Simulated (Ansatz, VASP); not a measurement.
## One calculation of Ga, two programs

```
CELL_PARAMETERS angstrom
0.00000 2.68293 2.68293
2.68293 0.00000 2.68293
2.68293 2.68293 0.00000
ATOMIC_POSITIONS crystal
Ga 0.87500 0.87500 0.87500
Ga 0.12500 0.12500 0.12500
```

Alike in both runs: functional PBE; k mesh 13 × 13 × 13; occupations fermi-dirac, width 0.08 eV; no spin polarisation.

Ansatz relaxed the structure, and its values are those at the end. VASP's run is a single point on that final structure, the one shown.

|  | VASP | Ansatz |
| --- | --- | --- |
| version | VASP 6.6.1 | Ansatz 0.2.0 |
| potentials or method | VASP PAW PBE potentials, release 64 (Ga_d), cutoff 520 eV | all-electron LAPW, scalar-relativistic |

```tsv
	VASP	Ansatz	Ansatz less VASP
pressure (GPa)	19.2	19.0	-0.19
```

Ansatz ran all-electron here, so the differences hold the error of VASP's frozen core and of both bases.

Caveats: so large a pressure means that the cell lies far from this level's equilibrium, or that cutoff or potentials fall short (VASP).
